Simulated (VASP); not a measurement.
# GaP (F-43m) in VASP: a series of runs

One crystal, GaP, is run at these levels: PBEsol+rVV10, RPBE; tasks: atomic charges, single point.

All numbers are computed with VASP 6.6.1; they aren't measurements. Logs are shortened: lines on timing, memory, paths and dates and some standing lists are left out, and cuts for length are marked.

**The experiment to reproduce.**

From “Stacking defects in GaP nanowires: Electronic structure and optical properties”, 2018, arxiv:1810.01194, for a bulk crystal of GaP at 10 K: band gap 2.34 eV (indirect).

How close the calculation comes is told below.

### 1 The structure

It takes space group F-43m (No. 216, cubic). The conventional cell has a = 5.451 Å, b = 5.451 Å, c = 5.451 Å, α = 90.00°, β = 90.00°, γ = 90.00°. Ga (site symmetry -43m) is surrounded by 4 P at 2.36 Å. Around P (site symmetry -43m) lie 4 Ga at 2.36 Å.

### 2 Atomic charges, PBEsol+rVV10, spin-orbit coupling, no magnetisation

Contents of INCAR:

```
SYSTEM = GaP
ALGO = Normal
BPARAM = 20.0
CPARAM = 0.0093
EDIFF = 1E-6
ENCUT = 400
GGA = PS
GGA_COMPAT = .False.
ISIF = 2
ISMEAR = 0
IVDW_NL = 2
LASPH = .False.
LCHARG = .False.
LNONCOLLINEAR = .True.
LORBIT = 11
LREAL = .False.
LSORBIT = .True.
LUSE_VDW = .True.
LWAVE = .False.
MAGMOM = 0 0 0 0 0 0
NELM = 100
PREC = Accurate
SIGMA = 0.05
```

Contents of KPOINTS:

```
k-points
0
Gamma
  6 6 6
  0 0 0
```

Contents of POSCAR:

```
GaP
1.0
    0.0000000000      2.7252500000      2.7252500000
    2.7252500000      0.0000000000      2.7252500000
    2.7252500000      2.7252500000      0.0000000000
Ga P
1 1
Direct
    0.0000000000      0.0000000000      0.0000000000
    0.7500000000      0.7500000000      0.7500000000
```

Potentials or basis: VASP PAW PBE potentials, release 54 (Ga, P).

On the command line:

```bash
cat potpaw_PBE.54/Ga/POTCAR potpaw_PBE.54/P/POTCAR > POTCAR
mpirun -np 1 vasp_ncl > vasp.out
```

OUTCAR:

```text
SYSTEM = GaP
   BPARAM = 20.0
   EDIFF = 1E-6
   ENCUT = 400
   GGA = PS
   ISIF = 2
   ISMEAR = 0
   IVDW_NL = 2
   LASPH = .False.
   LNONCOLLINEAR = .True.
   LORBIT = 11
   LREAL = .False.
   LSORBIT = .True.
   NELM = 100
   PREC = Accurate

 ion  position               nearest neighbor table
   1  0.000  0.000  0.000-   2 2.36   2 2.36   2 2.36   2 2.36
   2  0.750  0.750  0.750-   1 2.36   1 2.36   1 2.36   1 2.36

  LATTYP: Found a face centered cubic cell.
 ALAT       =     5.4505000000

  Lattice vectors:

 A1 = (   0.0000000000,   2.7252500000,   2.7252500000)
 A2 = (   2.7252500000,   0.0000000000,   2.7252500000)
 A3 = (   2.7252500000,   2.7252500000,   0.0000000000)

Analysis of symmetry for initial positions (statically):
=====================================================================
 Subroutine PRICEL returns:
 Original cell was already a primitive cell.

 Routine SETGRP: Setting up the symmetry group for a
 face centered cubic supercell.

 Subroutine GETGRP returns: Found 24 space group operations
 (whereof 24 operations were pure point group operations)
 out of a pool of 48 trial point group operations.

The static configuration has the point symmetry T_d .

Analysis of symmetry for dynamics (positions and initial velocities):
=====================================================================
 Subroutine PRICEL returns:
 Original cell was already a primitive cell.

 Routine SETGRP: Setting up the symmetry group for a
 face centered cubic supercell.

 Subroutine GETGRP returns: Found 24 space group operations
 (whereof 24 operations were pure point group operations)
 out of a pool of 48 trial point group operations.

The dynamic configuration has the point symmetry T_d .

Analysis of structural, dynamic, and magnetic symmetry:
=====================================================================
 Subroutine PRICEL returns:
 Original cell was already a primitive cell.

 Routine SETGRP: Setting up the symmetry group for a
 face centered cubic supercell.

 Subroutine GETGRP returns: Found 24 space group operations
[... 587 lines left out ...]
  -------------------------------------------------------------------------------------
  Total        0.2424369      0.2424369      0.2424369     -0.0000000      0.0000000     -0.0000000
  in kB        9.5953387      9.5953387      9.5953387     -0.0000000      0.0000000     -0.0000000
  external PRESSURE =       9.5953387 kB  Pullay stress =       0.0000000 kB

 VOLUME and BASIS-vectors are now :
 -----------------------------------------------------------------------------
  energy-cutoff  :      400.00
  volume of cell :       40.48
      direct lattice vectors                 reciprocal lattice vectors
     0.000000000  2.725250000  2.725250000    -0.183469406  0.183469406  0.183469406
     2.725250000  0.000000000  2.725250000     0.183469406 -0.183469406  0.183469406
     2.725250000  2.725250000  0.000000000     0.183469406  0.183469406 -0.183469406

 POSITION                                       TOTAL-FORCE (eV/Angst)
 -----------------------------------------------------------------------------------
      0.00000      0.00000      0.00000        -0.000000     -0.000000     -0.000000
      4.08788      4.08788      4.08788         0.000000      0.000000      0.000000
 -----------------------------------------------------------------------------------
    total drift:                               -0.000000     -0.000000     -0.000000

  FREE ENERGIE OF THE ION-ELECTRON SYSTEM (eV)
  ---------------------------------------------------
  free  energy   TOTEN  =        -9.7744421997 eV

  energy  without entropy=       -9.7744421997  energy(sigma->0) =       -9.77444220

 Spin-Orbit-Coupling matrix elements

 Ion:    1  E_soc:     -0.0050597
 l=   1
     0.0000000    -0.0008265    -0.0008265
    -0.0008265     0.0000000    -0.0008265
    -0.0008265    -0.0008265     0.0000000
 l=   2
     0.0000000    -0.0000071     0.0000000    -0.0000071    -0.0000097
    -0.0000071     0.0000000    -0.0000073    -0.0000071    -0.0000024
     0.0000000    -0.0000073     0.0000000    -0.0000073     0.0000000
    -0.0000071    -0.0000071    -0.0000073     0.0000000    -0.0000024
    -0.0000097    -0.0000024     0.0000000    -0.0000024     0.0000000
 l=   3
     0.0000000     0.0000000     0.0000000     0.0000000     0.0000000     0.0000000     0.0000000
     0.0000000     0.0000000     0.0000000     0.0000000     0.0000000     0.0000000     0.0000000
     0.0000000     0.0000000     0.0000000     0.0000000     0.0000000     0.0000000     0.0000000
     0.0000000     0.0000000     0.0000000     0.0000000     0.0000000     0.0000000     0.0000000
     0.0000000     0.0000000     0.0000000     0.0000000     0.0000000     0.0000000     0.0000000
     0.0000000     0.0000000     0.0000000     0.0000000     0.0000000     0.0000000     0.0000000
     0.0000000     0.0000000     0.0000000     0.0000000     0.0000000     0.0000000     0.0000000

 Ion:    2  E_soc:     -0.0008959
 l=   1
     0.0000000    -0.0001493    -0.0001493
    -0.0001493     0.0000000    -0.0001493
    -0.0001493    -0.0001493     0.0000000
 l=   2
     0.0000000     0.0000000     0.0000000     0.0000000     0.0000000
     0.0000000     0.0000000     0.0000000     0.0000000     0.0000000
     0.0000000     0.0000000     0.0000000     0.0000000     0.0000000
     0.0000000     0.0000000     0.0000000     0.0000000     0.0000000
     0.0000000     0.0000000     0.0000000     0.0000000     0.0000000
 l=   3
     0.0000000     0.0000000     0.0000000     0.0000000     0.0000000     0.0000000     0.0000000
     0.0000000     0.0000000     0.0000000     0.0000000     0.0000000     0.0000000     0.0000000
     0.0000000     0.0000000     0.0000000     0.0000000     0.0000000     0.0000000     0.0000000
     0.0000000     0.0000000     0.0000000     0.0000000     0.0000000     0.0000000     0.0000000
     0.0000000     0.0000000     0.0000000     0.0000000     0.0000000     0.0000000     0.0000000
     0.0000000     0.0000000     0.0000000     0.0000000     0.0000000     0.0000000     0.0000000
     0.0000000     0.0000000     0.0000000     0.0000000     0.0000000     0.0000000     0.0000000

 total charge

# of ion       s       p       d       tot
------------------------------------------
    1        1.080   1.298   0.168   2.546
    2        1.018   1.515   0.000   2.533
--------------------------------------------------
tot          2.098   2.813   0.168   5.079

 magnetization (x)

# of ion       s       p       d       tot
------------------------------------------
    1        0.000  -0.000   0.000   0.000
    2        0.000   0.000   0.000   0.000
--------------------------------------------------
tot          0.000   0.000   0.000   0.000

 magnetization (y)

# of ion       s       p       d       tot
------------------------------------------
    1        0.000   0.000   0.000   0.000
    2       -0.000   0.000   0.000  -0.000
--------------------------------------------------
tot         -0.000   0.000   0.000  -0.000

 magnetization (z)

# of ion       s       p       d       tot
------------------------------------------
    1        0.000   0.000  -0.000   0.000
    2        0.000  -0.000   0.000  -0.000
--------------------------------------------------
tot          0.000  -0.000  -0.000  -0.000
```

OSZICAR:

```text
N       E                     dE             d eps       ncg     rms          rms(c)
DAV:   1     0.171958995929E+02    0.17196E+02   -0.26906E+03   704   0.693E+02
DAV:   2    -0.870944341478E+01   -0.25905E+02   -0.23895E+02  1032   0.122E+02
DAV:   3    -0.100516968641E+02   -0.13423E+01   -0.13348E+01   936   0.270E+01
DAV:   4    -0.100650904831E+02   -0.13394E-01   -0.13392E-01   864   0.333E+00
DAV:   5    -0.100653001670E+02   -0.20968E-03   -0.20968E-03   912   0.415E-01    0.503E+00
DAV:   6    -0.983275944687E+01    0.23254E+00   -0.19946E-01   816   0.311E+00    0.303E+00
DAV:   7    -0.977827890071E+01    0.54481E-01   -0.11786E-01   904   0.230E+00    0.102E+00
DAV:   8    -0.977442544848E+01    0.38535E-02   -0.10963E-02   768   0.761E-01    0.261E-01
DAV:   9    -0.977439863372E+01    0.26815E-04   -0.52318E-04   808   0.207E-01    0.117E-01
DAV:  10    -0.977442382447E+01   -0.25191E-04   -0.17171E-04   848   0.859E-02    0.512E-02
DAV:  11    -0.977444199379E+01   -0.18169E-04   -0.52367E-05   792   0.572E-02    0.120E-02
DAV:  12    -0.977444219970E+01   -0.20591E-06   -0.31888E-06   848   0.139E-02
   1 F= -.97744422E+01 E0= -.97744422E+01  d E =-.562986E-13  mag=    -0.0000     0.0000    -0.0000
```

Run time: 73 s. Hardware: 1 thread of Intel Xeon Platinum 8488C (Sapphire Rapids), shared host; peak memory 0.37 GiB.

The run converged, but some of its settings lie outside the range that counts as converged (typed here: ENCUT = 400; LASPH = no), so its numbers aren't taken as properties of the crystal.

Results:

| Item | Value |
| --- | --- |
| Free energy | -9.7744 eV |
| Pressure | 1.0 GPa |
| Valence electrons inside the program's atomic spheres | Ga 2.55; P 2.53 |

Caveat: the PAW data sets were made with another functional, which shifts forces and pressure a little.

### 3 Single point, RPBE

Contents of INCAR:

```
SYSTEM = GaP
ALGO     = Normal         ! electronic algorithm
EDIFF    = 1E-7           ! SCF threshold, eV
ENCUT    = 520            ! plane-wave cutoff, eV
GGA      = RP             ! functional
ISIF     = 2              ! what is computed and relaxed
ISMEAR   = 0              ! smearing method
LASPH    = .True.         ! aspherical terms in the spheres
LCHARG   = .False.        ! write CHGCAR
LREAL    = .False.        ! projectors in reciprocal space
LWAVE    = .False.        ! write WAVECAR
NBANDS   = 16             ! bands
NELM     = 80             ! most SCF steps
PREC     = Accurate       ! precision mode
SIGMA    = 0.05           ! smearing width, eV
```

Contents of KPOINTS:

```
k-points
0
Gamma
  8 8 8
  0 0 0
```

POSCAR is that of step 2.

Potentials or basis: VASP PAW PBE potentials, release 54 (Ga_d, P).

On the command line:

```bash
cat potpaw_PBE.54/Ga_d/POTCAR potpaw_PBE.54/P/POTCAR > POTCAR
mpirun -np 1 vasp_std > vasp.out
```

It took 24 s on 1 thread of Intel Xeon Platinum 8488C (Sapphire Rapids), shared host; peak memory 0.17 GiB.

The run converged. Its results:

* Free energy: -8.4292 eV
* Pressure: 4.5 GPa
* Band gap on the k mesh: 1.73 eV, indirect (least direct gap 1.96 eV)

Levels at points of the mesh, in eV from the valence-band top:
```csv
k point,band 5,band 6,band 7,band 8,band 9,band 10,band 11,band 12,band 13,band 14
"(0.00, 0.00, 0.00)",-14.44,-12.46,0.00,0.00,0.00,1.96,3.92,3.92,3.92,9.03
"(0.50, 0.00, 0.00)",-14.43,-10.41,-6.58,-1.11,-1.11,1.77,4.75,4.75,8.46,11.06
"(0.50, 0.50, 0.00)",-14.42,-9.51,-6.71,-2.67,-2.67,1.76,1.90,10.64,10.64,11.34
```

Caveat: the PAW data sets were made with another functional, which shifts forces and pressure a little.

### 4 Single point, RPBE

Contents of run.py:

```python
from ase.calculators.vasp import Vasp
from ase.dft.bandgap import bandgap
from ase.io import read

atoms = read('GaP.cif', primitive_cell=True, subtrans_included=False)
calc = Vasp(
    directory='calc',
    xc='rpbe',
    pp='PBE',
    setups='recommended',
    pp_version='54',
    prec='Accurate',
    encut=520,
    ediff=1e-06,
    ismear=0,
    sigma=0.05,
    lreal=False,
    lasph=True,
    nelm=80,
    algo='Normal',
    isif=2,
    lwave=False,
    lcharg=False,
    kpts=[8, 8, 8],
    gamma=True,
    nbands=16,
)
atoms.calc = calc

print('energy (eV):', atoms.get_potential_energy())
print('free energy (eV):', atoms.get_potential_energy(force_consistent=True))
print('forces (eV/A):')
print(atoms.get_forces())
print('stress (eV/A^3, Voigt):', atoms.get_stress())
print('Fermi level (eV):', calc.get_fermi_level())
gap, top, bottom = bandgap(calc)
print('band gap (eV):', gap, 'from (spin, k, band)', top, 'to', bottom)
```

Contents of GaP.cif:

```cif
data_GaP
_cell_length_a 5.45050000
_cell_length_b 5.45050000
_cell_length_c 5.45050000
_cell_angle_alpha 90.00000000
_cell_angle_beta 90.00000000
_cell_angle_gamma 90.00000000
_space_group_name_H-M_alt 'F-43m'
_space_group_name_Hall 'F -4 2 3'
_space_group_IT_number 216
loop_
_space_group_symop_operation_xyz
'x,y,z'
'y,-x,-z'
'-x,-y,z'
'-y,x,-z'
'x,-y,-z'
'y,x,z'
'-x,y,-z'
'-y,-x,z'
'z,x,y'
'-z,y,-x'
'z,-x,-y'
'-z,-y,x'
'-z,x,-y'
'z,y,x'
'-z,-x,y'
'z,-y,-x'
'y,z,x'
'-x,-z,y'
'-y,z,-x'
'x,-z,-y'
'-y,-z,x'
'x,z,y'
'y,-z,-x'
'-x,z,-y'
'x,y+1/2,z+1/2'
'y,-x+1/2,-z+1/2'
'-x,-y+1/2,z+1/2'
'-y,x+1/2,-z+1/2'
'x,-y+1/2,-z+1/2'
'y,x+1/2,z+1/2'
'-x,y+1/2,-z+1/2'
'-y,-x+1/2,z+1/2'
'z,x+1/2,y+1/2'
'-z,y+1/2,-x+1/2'
'z,-x+1/2,-y+1/2'
'-z,-y+1/2,x+1/2'
'-z,x+1/2,-y+1/2'
'z,y+1/2,x+1/2'
'-z,-x+1/2,y+1/2'
'z,-y+1/2,-x+1/2'
'y,z+1/2,x+1/2'
'-x,-z+1/2,y+1/2'
'-y,z+1/2,-x+1/2'
'x,-z+1/2,-y+1/2'
'-y,-z+1/2,x+1/2'
'x,z+1/2,y+1/2'
'y,-z+1/2,-x+1/2'
'-x,z+1/2,-y+1/2'
'x+1/2,y,z+1/2'
'y+1/2,-x,-z+1/2'
'-x+1/2,-y,z+1/2'
'-y+1/2,x,-z+1/2'
'x+1/2,-y,-z+1/2'
'y+1/2,x,z+1/2'
'-x+1/2,y,-z+1/2'
'-y+1/2,-x,z+1/2'
'z+1/2,x,y+1/2'
'-z+1/2,y,-x+1/2'
'z+1/2,-x,-y+1/2'
'-z+1/2,-y,x+1/2'
'-z+1/2,x,-y+1/2'
'z+1/2,y,x+1/2'
'-z+1/2,-x,y+1/2'
'z+1/2,-y,-x+1/2'
'y+1/2,z,x+1/2'
'-x+1/2,-z,y+1/2'
'-y+1/2,z,-x+1/2'
'x+1/2,-z,-y+1/2'
'-y+1/2,-z,x+1/2'
'x+1/2,z,y+1/2'
'y+1/2,-z,-x+1/2'
'-x+1/2,z,-y+1/2'
'x+1/2,y+1/2,z'
'y+1/2,-x+1/2,-z'
'-x+1/2,-y+1/2,z'
'-y+1/2,x+1/2,-z'
'x+1/2,-y+1/2,-z'
'y+1/2,x+1/2,z'
'-x+1/2,y+1/2,-z'
'-y+1/2,-x+1/2,z'
'z+1/2,x+1/2,y'
'-z+1/2,y+1/2,-x'
'z+1/2,-x+1/2,-y'
'-z+1/2,-y+1/2,x'
'-z+1/2,x+1/2,-y'
'z+1/2,y+1/2,x'
'-z+1/2,-x+1/2,y'
'z+1/2,-y+1/2,-x'
'y+1/2,z+1/2,x'
'-x+1/2,-z+1/2,y'
'-y+1/2,z+1/2,-x'
'x+1/2,-z+1/2,-y'
'-y+1/2,-z+1/2,x'
'x+1/2,z+1/2,y'
'y+1/2,-z+1/2,-x'
'-x+1/2,z+1/2,-y'
loop_
_atom_site_label
_atom_site_type_symbol
_atom_site_symmetry_multiplicity
_atom_site_Wyckoff_symbol
_atom_site_fract_x
_atom_site_fract_y
_atom_site_fract_z
_atom_site_occupancy
Ga1 Ga 4 a 0.0000000000 0.0000000000 0.0000000000 1
P1 P 4 c 0.2500000000 0.2500000000 0.2500000000 1
```

On the command line:

```bash
python run.py
```

It took 24 s on 1 thread of Intel Xeon Platinum 8488C (Sapphire Rapids), shared host; peak memory 0.17 GiB.

The run converged. Its results:

```
Free energy            : -8.4292 eV
Pressure               : 4.4 GPa
Band gap on the k mesh : 1.73 eV, indirect (least direct gap 1.96 eV)
```

Levels at points of the mesh, in eV from the valence-band top:
| k point | band 7 | band 8 | band 9 | band 10 | band 11 | band 12 |
| --- | --- | --- | --- | --- | --- | --- |
| (0.00, 0.00, 0.00) | 0.00 | 0.00 | 0.00 | 1.96 | 3.92 | 3.92 |
| (0.50, 0.00, 0.00) | -6.58 | -1.11 | -1.11 | 1.77 | 4.75 | 4.75 |
| (0.50, 0.50, 0.00) | -6.71 | -2.67 | -2.67 | 1.76 | 1.90 | 10.64 |

Caveat: the PAW data sets were made with another functional, which shifts forces and pressure a little.

(Continued in part 2 of 2.)
